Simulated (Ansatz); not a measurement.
# Si9C8: the cost of one run

Method: DFT PBE, plane waves, PAW, scalar-relativistic, no spin polarisation, in Ansatz 0.2.0.

The COD entry's cell or inner coordinates are ideal or old and differ from later refinements, so a difference from it is no clean test against experiment.

1 further run of the same task is left out (it didn't finish).

**1. Starting point**

The cell holds 17 atoms (C8Si9): a = 6.152 Å, b = 6.152 Å, c = 16.417 Å, α = 90.00°, β = 90.00°, γ = 120.00°.

As a file:

```xyz
17
Lattice="6.1520 0.0000 0.0000 -3.0760 5.3278 0.0000 0.0000 0.0000 16.4170" Properties=species:S:1:pos:R:3 pbc="T T T"
Si    1.5380    0.8880    1.0000
Si    0.0000    1.7759    3.5240
C     1.5380    0.8880    2.8930
C     0.0000    1.7759    5.4170
Si    0.0000    3.5519    1.0000
Si   -1.5380    4.4398    3.5240
C     0.0000    3.5519    2.8930
C    -1.5380    4.4398    5.4170
Si    4.6140    0.8880    1.0000
Si    3.0760    1.7759    3.5240
C     4.6140    0.8880    2.8930
C     3.0760    1.7759    5.4170
Si    3.0760    3.5519    1.0000
Si    1.5380    4.4398    3.5240
C     3.0760    3.5519    2.8930
C     1.5380    4.4398    5.4170
Si    3.0491    3.5770    6.2170
```

**2. End point A**

input.yaml

```yaml
crystal:
  lattice:
    - [6.152, 0.0, 0.0]
    - [-3.076, 5.327788, 0.0]
    - [0.0, 0.0, 16.417]
  atoms:
    - { symbol: Si, position: [0.3333333, 0.1666667, 0.0609125] }
    - { symbol: Si, position: [0.1666667, 0.3333333, 0.2146555] }
    - { symbol: C, position: [0.3333333, 0.1666667, 0.1762198] }
    - { symbol: C, position: [0.1666667, 0.3333333, 0.3299628] }
    - { symbol: Si, position: [0.3333333, 0.6666667, 0.0609125] }
    - { symbol: Si, position: [0.1666667, 0.8333333, 0.2146555] }
    - { symbol: C, position: [0.3333333, 0.6666667, 0.1762198] }
    - { symbol: C, position: [0.1666667, 0.8333333, 0.3299628] }
    - { symbol: Si, position: [0.8333333, 0.1666667, 0.0609125] }
    - { symbol: Si, position: [0.6666667, 0.3333333, 0.2146555] }
    - { symbol: C, position: [0.8333333, 0.1666667, 0.1762198] }
    - { symbol: C, position: [0.6666667, 0.3333333, 0.3299628] }
    - { symbol: Si, position: [0.8333333, 0.6666667, 0.0609125] }
    - { symbol: Si, position: [0.6666667, 0.8333333, 0.2146555] }
    - { symbol: C, position: [0.8333333, 0.6666667, 0.1762198] }
    - { symbol: C, position: [0.6666667, 0.8333333, 0.3299628] }
    - { symbol: Si, position: [0.8313174, 0.6713829, 0.3786928] }
basis:
  ecutwfc: 420.0
kpoints:
  mp_grid: { grid: [4, 4, 1] }
hamiltonian:
  xc: pbe
  pseudopotentials: { kind: paw, azcp: { folder: soft_1 } }
scf:
  occupations: { method: gaussian, width: 0.15 }
  lower_state_search: "off"
relax:
  f_tol: 0.03
  max_steps: 60
  adjacent_minimum: "off"
  constraints: [{ sites: [0, 4, 8, 12] }]
```

On the command line:

```
$ ansatz run input.yaml --threads 2 --pin off --max-ram 5120MiB --backend cpu --events-out ev --progress --plain --runs-dir out
```

Q: Estimate wall time and peak memory on 2 threads of Arm Neoverse V1, shared host.

About 3.4 min, with a peak of 0.78 GiB.
